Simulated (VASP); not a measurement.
HfSiO4:

```xyz
6
Lattice="3.2599 0.0000 0.0000 -1.6299 2.8231 0.0000 0.0000 0.0000 6.5943" Properties=species:S:1:pos:R:3 pbc="T T T"
Hf    0.0000    0.0000    3.2971
Si    0.0000    0.0000    0.0000
O     0.0000    1.8821    5.0549
O     0.0000    1.8821    1.5394
O     1.6299    0.9410    5.0549
O     1.6299    0.9410    1.5394
```

The cell was built by a generator and needn't be a form met in nature.

| Item | Value |
| --- | --- |
| Program | VASP 6.6.1 |
| Task | relaxation of cell and atoms |
| Functional | PBE |
| Potentials or basis | VASP PAW PBE potentials, release 64 (Hf_pv, Si, O) |
| Cutoff | 520 eV |
| k mesh | 5 × 5 × 2 |
| Occupations | gaussian, width 0.15 eV |
| Spin | no spin polarisation |

At the start: pressure 18.8 GPa; volume 10.11 Å³/atom.

Task: Where does the relaxation end?

Result: Over 12 steps the energy falls by 861.7 meV/atom and the volume is 10.50 Å³/atom (+3.9 %); space group P6/mmm (No. 191, to 0.05 Å).

The path:
```
step  energy change (eV)  largest force (eV/Å)  pressure (GPa)  volume (Å³)
   1              0.0000                1.5315           18.76        60.69
   2             -3.6155                2.1170          -17.66        70.59
   3             -3.6564                2.0153          -19.77        71.22
   4             -4.4796                0.2092           -4.95        61.76
   5             -4.7164                0.6013          -13.21        64.72
   6             -4.8909                0.2551           15.18        57.12
   7             -5.0420                0.3720            2.18        60.02
   8             -5.0870                0.3391            1.65        60.74
   9             -5.1652                0.1639           -0.52        62.86
  10             -5.1675                0.1166           -0.78        63.29
  11             -5.1681                0.0922            1.26        62.78
  12             -5.1701                0.0106            0.24        63.02
```

Final structure:
```yaml
crystal:
  lattice:
    - [3.58951, 0.00000, 0.00000]
    - [-1.79475, 3.10860, 0.00000]
    - [0.00000, 0.00000, 5.64817]
  atoms:
    - { symbol: Hf, position: [0.00000, 0.00000, 0.50000] }
    - { symbol: Si, position: [0.00000, 0.00000, 0.00000] }
    - { symbol: O, position: [0.33333, 0.66667, 0.72147] }
    - { symbol: O, position: [0.33333, 0.66667, 0.27853] }
    - { symbol: O, position: [0.66667, 0.33333, 0.72147] }
    - { symbol: O, position: [0.66667, 0.33333, 0.27853] }
```

Caveat: the k mesh is coarse (spacing up to 0.48 Å⁻¹), so the values aren't converged.
